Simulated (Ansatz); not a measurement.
# Molybdenum, hcp under BLYP: from relaxation to bulk modulus, part 2 of 2

What does BLYP give for molybdenum in the hcp structure? We relax it, solve it on a dense k-mesh, then scale the cell to 7 volumes from 88 to 112 % of the relaxed one and try a fit of the equation of state. Spin polarisation is left out. The k-meshes are 13×13×7 for the relaxation; 21×21×11 for the dense run; 15×15×7 for the volumes.

Ansatz 0.2.0; DFT, BLYP, plane waves (420 eV) with PAW, scalar-relativistic. The steps go on from the part before.

### 4 Volume × 0.88

This is Mo in the hcp structure; at room conditions it is bcc.

Contents of input.yaml:

```yaml
crystal:
  lattice:
    - [2.6743885545, 0.0, 0.0]
    - [-1.3371942772, 2.3160884278, 0.0]
    - [0.0, 0.0, 4.7669804882]
  atoms:
    - { symbol: Mo, position: [0.3333333333, 0.6666666667, 0.25] }
    - { symbol: Mo, position: [0.6666666667, 0.3333333333, 0.75] }
hamiltonian:
  xc: blyp
  pseudopotentials:
    kind: paw
    azcp:
      Mo: "pseudopotentials/Mo.paw.azcp"
basis:
  ecutwfc: 420
  fft_grid_basis: typed
kpoints:
  mp_grid: { grid: [15, 15, 7], shift: [0, 0, 0] }
magnetization:
  spin_polarized: false
scf:
  occupations: { method: fermi_dirac, width: 0.1 }
  lower_state_search: "off"
output:
  stress: true
  write_density: true
  write_potential: true
  elf: true
  volumetric_format: npy
```

The program printed (excerpt; [...] marks lines left out):

```text
Warning: RAYON_NUM_THREADS=2 ignored (pool sized by the plan → 2); use --threads N
[...]
Pseudopotentials: kind: paw
Pseudopotential: Mo, paw, valence charge 14, recommended cutoff 420 eV (normal), <dir>
Functional definition: BLYP
[...]
Crystal: 2 atoms, lattice volume = 29.527 Å³
Basis set: ecut = 420 eV, 573 PW (Γ), exchange–correlation on 36×36×64 points (8 copies of the dense FFT grid, shifted against one another)
Bands: 18, of which v1, the nominal top of the filled ones, is band 14 counted from 1 (13 counted from 0)
Symmetry: 24 space group operations
Space group: P63/mmc (ITA 194), of the structure as read, at distance tolerance 3.1e-5 Å
k-points: 108 of 1575
[...]
SCF iter   1: F=—  HF=-9937.020005 eV  |F-HF|=—  |Δ(HF+E_count)|=         —  Δρ=1.66e-2  dr2=8.87e-2  ethr=1.77e-3  ⟨swp⟩=5.1  Hψ=8732  notcnv=0
[...]
SCF iter   6: F=-9936.992932 eV  HF=-9936.992932 eV  |F-HF|=2.68e-9  |Δ(HF+E_count)|=   5.37e-8  Δρ=5.11e-6  dr2=2.32e-9  ethr=3.57e-10  ⟨swp⟩=7.1  Hψ=10911  notcnv=0
[...]
SCF converged after 6 iterations
Free energy (F): -9936.992932 eV
[...]
E sigma→0 (E₀):  -9936.953751 eV
Entropy (-TS):   -0.078363 eV (-39.182 meV/atom)
Fermi energy:    22.786225 eV
[...]
--- Stress (GPa, compression-positive) ---
       37.921767       0.000000       0.000000
        0.000000      37.921767       0.000000
        0.000000       0.000000      31.529616
  P = ⅓ Tr σ = 35.7910 GPa (357.910 kbar)
--- Band table (eV; the first three rows and the last of 108) ---
  k-point 0: bands = ["-38.1303", "-37.9110", "-12.8425", "-11.4736", "-11.2720", "-11.2720", "-11.1394", "-11.1394", "15.8841", "17.7331", "20.7333", "21.9579", "21.9579", "22.5029", "22.5029", "23.8395", "24.3182", "24.3182"]
[...]
```

Wall time 1.3 s (2 threads of Intel Xeon Platinum 8559C (Emerald Rapids), shared host); peak memory 0.44 GiB.

### 5 Volume × 0.92

Changes to input.yaml since step 4:

```diff
@@ -2,5 +2,5 @@
   lattice:
-    - [2.6743885545, 0.0, 0.0]
-    - [-1.3371942772, 2.3160884278, 0.0]
-    - [0.0, 0.0, 4.7669804882]
+    - [2.7143106873, 0.0, 0.0]
+    - [-1.3571553436, 2.3506620089, 0.0]
+    - [0.0, 0.0, 4.8381399418]
   atoms:
@@ -26,5 +26 @@
   stress: true
-  write_density: true
-  write_potential: true
-  elf: true
-  volumetric_format: npy
```

The program printed (excerpt; [...] marks lines left out):

```text
Warning: RAYON_NUM_THREADS=2 ignored (pool sized by the plan → 2); use --threads N
[...]
[... 3 set-up lines as earlier in the session ...]
[...]
Crystal: 2 atoms, lattice volume = 30.869 Å³
Basis set: ecut = 420 eV, 599 PW (Γ), exchange–correlation on 40×40×72 points (8 copies of the dense FFT grid, shifted against one another)
Bands: 18, of which v1, the nominal top of the filled ones, is band 14 counted from 1 (13 counted from 0)
[... 2 set-up lines as earlier in the session ...]
k-points: 108 of 1575
[...]
SCF iter   1: F=—  HF=-9937.258035 eV  |F-HF|=—  |Δ(HF+E_count)|=         —  Δρ=1.62e-2  dr2=9.19e-2  ethr=1.77e-3  ⟨swp⟩=5.1  Hψ=8852  notcnv=0
[...]
SCF iter   6: F=-9937.229951 eV  HF=-9937.229951 eV  |F-HF|=6.08e-9  |Δ(HF+E_count)|=   3.76e-7  Δρ=9.37e-6  dr2=1.98e-8  ethr=3.57e-10  ⟨swp⟩=4.1  Hψ=6923  notcnv=0
[...]
SCF converged after 6 iterations
Free energy (F): -9937.229951 eV
[...]
E sigma→0 (E₀):  -9937.189106 eV
Entropy (-TS):   -0.081690 eV (-40.845 meV/atom)
Fermi energy:    21.660696 eV
[...]
--- Stress (GPa, compression-positive) ---
       22.534616      -0.000000       0.000000
        0.000000      22.534616       0.000000
        0.000000       0.000000      18.834067
  P = ⅓ Tr σ = 21.3011 GPa (213.011 kbar)
```

Wall time 1.4 s (2 threads of Intel Xeon Platinum 8559C (Emerald Rapids), shared host); peak memory 0.46 GiB.

### 6 Volume × 0.96

Changes to input.yaml since step 5:

```diff
@@ -2,5 +2,5 @@
   lattice:
-    - [2.7143106873, 0.0, 0.0]
-    - [-1.3571553436, 2.3506620089, 0.0]
-    - [0.0, 0.0, 4.8381399418]
+    - [2.7530917938, 0.0, 0.0]
+    - [-1.3765458969, 2.3842474323, 0.0]
+    - [0.0, 0.0, 4.9072655659]
   atoms:
@@ -26 +26,5 @@
   stress: true
+  write_density: true
+  write_potential: true
+  elf: true
+  volumetric_format: npy
```

The program printed (excerpt; [...] marks lines left out):

```text
Warning: RAYON_NUM_THREADS=2 ignored (pool sized by the plan → 2); use --threads N
[...]
[... 3 set-up lines as earlier in the session ...]
[...]
Crystal: 2 atoms, lattice volume = 32.212 Å³
Basis set: ecut = 420 eV, 647 PW (Γ), exchange–correlation on 40×40×72 points (8 copies of the dense FFT grid, shifted against one another)
Bands: 18, of which v1, the nominal top of the filled ones, is band 14 counted from 1 (13 counted from 0)
[... 2 set-up lines as earlier in the session ...]
k-points: 108 of 1575
[...]
SCF iter   1: F=—  HF=-9937.386170 eV  |F-HF|=—  |Δ(HF+E_count)|=         —  Δρ=1.58e-2  dr2=9.38e-2  ethr=1.77e-3  ⟨swp⟩=5.1  Hψ=8805  notcnv=0
[...]
SCF iter   6: F=-9937.357403 eV  HF=-9937.357403 eV  |F-HF|=1.12e-8  |Δ(HF+E_count)|=   5.02e-7  Δρ=8.84e-6  dr2=1.69e-8  ethr=3.57e-10  ⟨swp⟩=8.7  Hψ=12923  notcnv=0
[...]
SCF converged after 6 iterations
Free energy (F): -9937.357403 eV
[...]
E sigma→0 (E₀):  -9937.314690 eV
Entropy (-TS):   -0.085426 eV (-42.713 meV/atom)
Fermi energy:    20.626021 eV
[...]
--- Stress (GPa, compression-positive) ---
       10.037913      -0.000000       0.000000
        0.000000      10.037913       0.000000
        0.000000       0.000000       8.538983
  P = ⅓ Tr σ = 9.5383 GPa (95.383 kbar)
--- Band table (eV; the first three rows and the last of 108) ---
  k-point 0: bands = ["-40.2667", "-40.1143", "-14.8200", "-13.7908", "-13.6080", "-13.6080", "-13.5063", "-13.5063", "13.9723", "15.9605", "18.8335", "19.9452", "19.9452", "20.4205", "20.4205", "21.4298", "22.0298", "22.0298"]
[...]
```

Run time: 1.4 s. Hardware: 2 threads of Intel Xeon Platinum 8559C (Emerald Rapids), shared host; peak memory 0.47 GiB.

### 7 Volume × 1.0

Changes to input.yaml since step 6:

```diff
@@ -2,5 +2,5 @@
   lattice:
-    - [2.7530917938, 0.0, 0.0]
-    - [-1.3765458969, 2.3842474323, 0.0]
-    - [0.0, 0.0, 4.9072655659]
+    - [2.790810067, 0.0, 0.0]
+    - [-1.3954050335, 2.4169124152, 0.0]
+    - [0.0, 0.0, 4.9744967363]
   atoms:
@@ -26,5 +26 @@
   stress: true
-  write_density: true
-  write_potential: true
-  elf: true
-  volumetric_format: npy
```

The program printed (excerpt; [...] marks lines left out):

```text
Warning: RAYON_NUM_THREADS=2 ignored (pool sized by the plan → 2); use --threads N
[...]
[... 3 set-up lines as earlier in the session ...]
[...]
Crystal: 2 atoms, lattice volume = 33.554 Å³
Basis set: ecut = 420 eV, 677 PW (Γ), exchange–correlation on 40×40×72 points (8 copies of the dense FFT grid, shifted against one another)
Bands: 18, of which v1, the nominal top of the filled ones, is band 14 counted from 1 (13 counted from 0)
[... 2 set-up lines as earlier in the session ...]
k-points: 108 of 1575
[...]
SCF iter   1: F=—  HF=-9937.424822 eV  |F-HF|=—  |Δ(HF+E_count)|=         —  Δρ=1.54e-2  dr2=9.57e-2  ethr=1.77e-3  ⟨swp⟩=5.1  Hψ=8890  notcnv=0
[...]
SCF iter   6: F=-9937.395928 eV  HF=-9937.395928 eV  |F-HF|=1.70e-8  |Δ(HF+E_count)|=   5.37e-7  Δρ=9.60e-6  dr2=2.02e-8  ethr=3.57e-10  ⟨swp⟩=4.1  Hψ=6552  notcnv=0
[...]
SCF converged after 6 iterations
Free energy (F): -9937.395928 eV
[...]
E sigma→0 (E₀):  -9937.351221 eV
Entropy (-TS):   -0.089415 eV (-44.708 meV/atom)
Fermi energy:    19.671445 eV
[...]
--- Stress (GPa, compression-positive) ---
       -0.099421       0.000000       0.000000
        0.000000      -0.099421       0.000000
        0.000000       0.000000       0.185397
  P = ⅓ Tr σ = -0.0045 GPa (-0.045 kbar)
```

It took 1.1 s on 2 threads of Intel Xeon Platinum 8559C (Emerald Rapids), shared host; peak memory 0.46 GiB.

### 8 Volume × 1.04

Changes to input.yaml since step 7:

```diff
@@ -2,5 +2,5 @@
   lattice:
-    - [2.790810067, 0.0, 0.0]
-    - [-1.3954050335, 2.4169124152, 0.0]
-    - [0.0, 0.0, 4.9744967363]
+    - [2.8275354637, 0.0, 0.0]
+    - [-1.4137677318, 2.4487175416, 0.0]
+    - [0.0, 0.0, 5.0399581476]
   atoms:
```

The program printed (excerpt; [...] marks lines left out):

```text
Warning: RAYON_NUM_THREADS=2 ignored (pool sized by the plan → 2); use --threads N
[...]
[... 3 set-up lines as earlier in the session ...]
[...]
Crystal: 2 atoms, lattice volume = 34.896 Å³
Basis set: ecut = 420 eV, 677 PW (Γ), exchange–correlation on 40×40×72 points (8 copies of the dense FFT grid, shifted against one another)
Bands: 18, of which v1, the nominal top of the filled ones, is band 14 counted from 1 (13 counted from 0)
[... 1 set-up line as earlier in the session ...]
Space group: P63/mmc (ITA 194), of the structure as read, at distance tolerance 3.3e-5 Å
k-points: 108 of 1575
[...]
SCF iter   1: F=—  HF=-9937.391196 eV  |F-HF|=—  |Δ(HF+E_count)|=         —  Δρ=1.51e-2  dr2=9.69e-2  ethr=1.77e-3  ⟨swp⟩=5.1  Hψ=8849  notcnv=0
[...]
SCF iter   6: F=-9937.362367 eV  HF=-9937.362367 eV  |F-HF|=1.33e-8  |Δ(HF+E_count)|=   5.17e-7  Δρ=1.13e-5  dr2=3.52e-8  ethr=3.57e-10  ⟨swp⟩=4.2  Hψ=7106  notcnv=0
[...]
SCF converged after 6 iterations
Free energy (F): -9937.362367 eV
[...]
E sigma→0 (E₀):  -9937.315580 eV
Entropy (-TS):   -0.093573 eV (-46.786 meV/atom)
Fermi energy:    18.787840 eV
[...]
--- Stress (GPa, compression-positive) ---
       -8.308820      -0.000000       0.000000
       -0.000000      -8.308820      -0.000000
        0.000000      -0.000000      -6.585980
  P = ⅓ Tr σ = -7.7345 GPa (-77.345 kbar)
```

It took 1.1 s on 2 threads of Intel Xeon Platinum 8559C (Emerald Rapids), shared host; peak memory 0.46 GiB.

### 9 Volume × 1.08

Changes to input.yaml since step 8:

```diff
@@ -2,5 +2,5 @@
   lattice:
-    - [2.8275354637, 0.0, 0.0]
-    - [-1.4137677318, 2.4487175416, 0.0]
-    - [0.0, 0.0, 5.0399581476]
+    - [2.8633308518, 0.0, 0.0]
+    - [-1.4316654259, 2.4797172571, 0.0]
+    - [0.0, 0.0, 5.1037618595]
   atoms:
```

The program printed (excerpt; [...] marks lines left out):

```text
Warning: RAYON_NUM_THREADS=2 ignored (pool sized by the plan → 2); use --threads N
[...]
[... 3 set-up lines as earlier in the session ...]
[...]
Crystal: 2 atoms, lattice volume = 36.238 Å³
Basis set: ecut = 420 eV, 713 PW (Γ), exchange–correlation on 40×40×72 points (8 copies of the dense FFT grid, shifted against one another)
Bands: 18, of which v1, the nominal top of the filled ones, is band 14 counted from 1 (13 counted from 0)
[... 2 set-up lines as earlier in the session ...]
k-points: 108 of 1575
[...]
SCF iter   1: F=—  HF=-9937.298953 eV  |F-HF|=—  |Δ(HF+E_count)|=         —  Δρ=1.47e-2  dr2=9.78e-2  ethr=1.77e-3  ⟨swp⟩=5.1  Hψ=8870  notcnv=0
[...]
SCF iter   6: F=-9937.270469 eV  HF=-9937.270469 eV  |F-HF|=1.57e-8  |Δ(HF+E_count)|=   5.72e-7  Δρ=1.20e-5  dr2=4.19e-8  ethr=3.57e-10  ⟨swp⟩=4.2  Hψ=7125  notcnv=0
[...]
SCF converged after 6 iterations
Free energy (F): -9937.270469 eV
[...]
E sigma→0 (E₀):  -9937.221537 eV
Entropy (-TS):   -0.097864 eV (-48.932 meV/atom)
Fermi energy:    17.967438 eV
[...]
--- Stress (GPa, compression-positive) ---
      -14.939059       0.000000       0.000000
        0.000000     -14.939059       0.000000
        0.000000       0.000000     -12.061107
  P = ⅓ Tr σ = -13.9797 GPa (-139.797 kbar)
```

It took 1.2 s on 2 threads of Intel Xeon Platinum 8559C (Emerald Rapids), shared host; peak memory 0.47 GiB.

### 10 Volume × 1.12

Changes to input.yaml since step 9:

```diff
@@ -2,5 +2,5 @@
   lattice:
-    - [2.8633308518, 0.0, 0.0]
-    - [-1.4316654259, 2.4797172571, 0.0]
-    - [0.0, 0.0, 5.1037618595]
+    - [2.8982529625, 0.0, 0.0]
+    - [-1.4491264812, 2.5099606921, 0.0]
+    - [0.0, 0.0, 5.1660089926]
   atoms:
```

The program printed (excerpt; [...] marks lines left out):

```text
Warning: RAYON_NUM_THREADS=2 ignored (pool sized by the plan → 2); use --threads N
[...]
[... 3 set-up lines as earlier in the session ...]
[...]
Crystal: 2 atoms, lattice volume = 37.580 Å³
Basis set: ecut = 420 eV, 725 PW (Γ), exchange–correlation on 40×40×72 points (8 copies of the dense FFT grid, shifted against one another)
Bands: 18, of which v1, the nominal top of the filled ones, is band 14 counted from 1 (13 counted from 0)
[... 2 set-up lines as earlier in the session ...]
k-points: 108 of 1575
[...]
SCF iter   1: F=—  HF=-9937.159478 eV  |F-HF|=—  |Δ(HF+E_count)|=         —  Δρ=1.43e-2  dr2=9.82e-2  ethr=1.77e-3  ⟨swp⟩=5.1  Hψ=8794  notcnv=0
[...]
SCF iter   6: F=-9937.131536 eV  HF=-9937.131536 eV  |F-HF|=2.15e-8  |Δ(HF+E_count)|=   7.15e-7  Δρ=1.23e-5  dr2=4.57e-8  ethr=3.57e-10  ⟨swp⟩=4.3  Hψ=7021  notcnv=0
[...]
SCF converged after 6 iterations
Free energy (F): -9937.131536 eV
[...]
E sigma→0 (E₀):  -9937.080394 eV
Entropy (-TS):   -0.102284 eV (-51.142 meV/atom)
Fermi energy:    17.203668 eV
[...]
--- Stress (GPa, compression-positive) ---
      -20.271435       0.000000       0.000000
        0.000000     -20.271435      -0.000000
        0.000000      -0.000000     -16.470628
  P = ⅓ Tr σ = -19.0045 GPa (-190.045 kbar)
```

It took 1.2 s on 2 threads of Intel Xeon Platinum 8559C (Emerald Rapids), shared host; peak memory 0.47 GiB.

### 11 Energy and pressure against volume

All volumes keep the relaxed shape and fractional coordinates.

| V (Å³/atom) | E − E₀ (meV/atom) | P from the stress (GPa) | P from the fit (GPa) |
| --- | --- | --- | --- |
| 14.764 | 198.7 | 35.79 | 35.69 |
| 15.435 | 81.0 | 21.30 | 21.07 |
| 16.106 | 18.2 | 9.54 | 9.29 |
| 16.777 | 0.0 | 0.00 | -0.24 |
| 17.448 | 17.8 | -7.73 | -7.97 |
| 18.119 | 64.8 | -13.98 | -14.24 |
| 18.790 | 135.4 | -19.00 | -19.33 |

Fit (Birch-Murnaghan, third order): V₀ = 16.758 Å³/atom, B₀ = 215 GPa, B₀′ = 4.2, largest residual 0.06 meV/atom.

Fit and stress differ a little: one follows E(σ → 0), the other the smeared free energy.

### 12 What came out

The summary covers parts 1 to 2.

| quantity | value |
| --- | --- |
| space group (spins left aside) | P6_3/mmc (No. 194) |
| conventional cell | a = 2.791 Å, c = 4.974 Å (c/a = 1.782) |
| volume | 16.777 Å³/atom |
| shortest distance | 2.791 Å |
| gap on the mesh | none (levels filled in part) |
| relative to bcc | +397 meV/atom |
| highest ELF outside the cores | 0.49, 1.67 Å from the nearest atom |
| V₀, B₀, B₀′ | 16.758 Å³/atom, 215 GPa, 4.2 |

In words: From the guessed start the volume grew by 7.6 % in 11 steps. It lies 397 meV/atom above the element's reference form at the same level (bcc, from a run of its own). Levels at the Fermi energy are filled in part, as in a metal. B₀ comes out at 215 GPa; letting shape and positions relax at each volume could only lower it. The symmetry was held, so the structure may be unstable against distortions that break it.
